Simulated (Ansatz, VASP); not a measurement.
# Cs in VASP and in Ansatz

```xyz
1
Lattice="-3.1285 3.1285 3.1285 3.1285 -3.1285 3.1285 3.1285 3.1285 -3.1285" Properties=species:S:1:pos:R:3 pbc="T T T"
Cs    0.0000    0.0000    0.0000
```

Alike in both runs: task single point; functional PBE; k mesh 6 × 6 × 6; occupations fermi-dirac, width 0.05 eV; no spin polarisation.

|  | VASP | Ansatz |
| --- | --- | --- |
| version | VASP 6.6.1 | Ansatz 0.2.0 |
| potentials or method | VASP PAW PBE potentials, release 64 (Cs_sv) | Ansatz PAW |
| plane-wave cutoff (eV) | 520 | 420 |
| valence electrons in the cell | 9 | 9 |

|  | VASP | Ansatz | Ansatz less VASP |
| --- | --- | --- | --- |
| gap on the k mesh at the Fermi level (eV) | none | none | - |
| pressure (GPa) | -0.1 | -0.1 | +0.01 |

A gap of «none» marks a metal or a gap that the smearing closes. With one functional, cell and mesh, what is left measures potentials, basis and numerics.

The runs have no spin-orbit coupling, so splittings on Cs are missing.
